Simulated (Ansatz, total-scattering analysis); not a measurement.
**Isotope substitution on Ca in CaAl2O4**

Two samples of CaAl2O4 (Ca 14.3, Al 28.6, O 57.1 atom %; 2200 K, fixed volume (mean pressure 2.5 GPa); ρ₀ = 0.0720 Å⁻³) differ only in the isotope of Ca: 40Ca (b = 4.78 fm) and 44Ca (b = 1.42 fm). Other lengths: Al 3.449, O 5.8037 fm. The data are simulated by ab initio molecular dynamics with Ansatz (PBE, plane waves, PAW set soft_1, Langevin thermostat, no spin, fixed volume). The average runs over 3.3 ps of 119 atoms, so shells between rare elements are rough. Mean temperature 2154 K, largest m.s.d. 2.45 Å², energy drift -21 meV an atom (last third less first, no steady trend), Langevin friction 2 ps⁻¹; the first quarter of the run is discarded. Start: last frame of a classical run of this cell at the same density and temperature. So short a stretch relaxes bonds and nearest shells but still remembers its start. It is a slowly flowing liquid in this small cell, which says little of the real melt's fluidity. The partials come from the cell's reciprocal vectors below 4 Å⁻¹ and from g(r) above; absorption, incoherent and inelastic scattering are left out. F(Q) = Σ ci cj bi bj (Sij − 1), in barn per steradian and atom:

| Q (Å⁻¹) | 40Ca | 44Ca | difference |
| --- | --- | --- | --- |
| 0.6 | -0.212 | -0.156 | -0.056 |
| 0.9 | -0.217 | -0.170 | -0.047 |
| 1.2 | -0.192 | -0.138 | -0.053 |
| 1.5 | -0.161 | -0.120 | -0.041 |
| 1.8 | -0.117 | -0.099 | -0.018 |
| 2.1 | -0.093 | -0.075 | -0.018 |
| 2.4 | -0.042 | -0.020 | -0.022 |
| 2.7 | 0.065 | 0.048 | 0.016 |
| 3.0 | 0.007 | -0.012 | 0.019 |
| 3.3 | -0.027 | -0.040 | 0.013 |
| 3.6 | -0.027 | -0.032 | 0.005 |
| 3.9 | -0.003 | -0.007 | 0.004 |
| 4.2 | 0.026 | 0.027 | -0.001 |
| 4.5 | 0.051 | 0.060 | -0.009 |
| 4.8 | 0.053 | 0.065 | -0.012 |
| 5.1 | 0.021 | 0.028 | -0.006 |
| 5.4 | -0.017 | -0.018 | 0.001 |
| 5.7 | -0.035 | -0.040 | 0.005 |
| 6.0 | -0.034 | -0.040 | 0.006 |
| 6.3 | -0.026 | -0.031 | 0.005 |
| 6.6 | -0.013 | -0.015 | 0.002 |
| 6.9 | 0.003 | 0.004 | -0.001 |
| 7.2 | 0.014 | 0.017 | -0.003 |
| 7.5 | 0.016 | 0.020 | -0.004 |
| 7.8 | 0.015 | 0.017 | -0.003 |
| 8.1 | 0.011 | 0.012 | 0.000 |
| 8.4 | 0.006 | 0.005 | 0.001 |
| 8.7 | 0.002 | 0.000 | 0.002 |
| 9.0 | -0.003 | -0.004 | 0.002 |
| 9.3 | -0.008 | -0.009 | 0.001 |
| 9.6 | -0.012 | -0.012 | 0.000 |
| 9.9 | -0.011 | -0.010 | -0.001 |
| 10.2 | -0.007 | -0.006 | -0.001 |
| 10.5 | -0.002 | -0.001 | -0.001 |
| 10.8 | 0.003 | 0.003 | -0.001 |

The first difference in real space, ΔG(r), in barn (from the pair functions, so without the broadening of a finite Q range):

| r (Å) | first difference G(r) |
| --- | --- |
| 1.62 | -0.045 |
| 1.70 | -0.045 |
| 1.78 | -0.045 |
| 1.86 | -0.043 |
| 1.94 | -0.036 |
| 2.02 | -0.018 |
| 2.10 | 0.008 |
| 2.18 | 0.028 |
| 2.26 | 0.046 |
| 2.34 | 0.036 |
| 2.42 | 0.029 |
| 2.50 | 0.023 |
| 2.58 | 0.012 |
| 2.66 | 0.001 |
| 2.74 | -0.004 |
| 2.82 | -0.008 |
| 2.90 | -0.004 |
| 2.98 | -0.004 |
| 3.06 | -0.003 |
| 3.14 | -0.001 |
| 3.22 | 0.001 |
| 3.30 | -0.001 |
| 3.38 | 0.000 |
| 3.46 | 0.000 |
| 3.54 | -0.002 |
| 3.62 | 0.000 |
| 3.70 | -0.001 |
| 3.78 | -0.001 |
| 3.86 | -0.001 |
| 3.94 | -0.001 |
| 4.02 | -0.003 |
| 4.10 | -0.001 |
| 4.18 | -0.002 |
| 4.26 | 0.000 |
| 4.34 | 0.001 |
| 4.42 | 0.002 |
| 4.50 | 0.004 |
| 4.58 | 0.004 |
| 4.66 | 0.006 |
| 4.74 | 0.007 |
| 4.82 | 0.007 |

**Question.** Which pairs survive in the difference, and what is the first shell of Ca?

Pairs without Ca cancel. ΔG(r) = Σ W [g(r) − 1] with W = 2 c(Ca) c(j) b(j) Δb, and c(Ca)² (b₁² − b₂²) for Ca–Ca: Ca–Ca 0.0043, Ca–Al 0.0095, Ca–O 0.0318 barn. At small r, ΔG → −ΣW = -0.046; in this finite cell the Ca–Ca term carries (N − 1)/N with N = 17 atoms of Ca, which gives -0.045.

The first feature, at 2.26 Å, is Ca–O. n = 4πρ₀ c(O)/W ∫ r² [ΔG − ΔG(0)] dr up to 3.03 Å gives 5.9 O around each Ca; the coordinates give 7.24 up to 3.54 Å; the integral stops short of the shell's end.

Shells of Ca from the coordinates: Ca–O at 2.26 Å, 7.2 neighbours to 3.54 Å, a soft count; Ca–Al at 3.23 Å, 8.7 neighbours to 4.64 Å, a soft count; Ca–Ca at 3.67 Å, 4.2 neighbours to 4.84 Å, a soft count (first peaks with a usable minimum only).
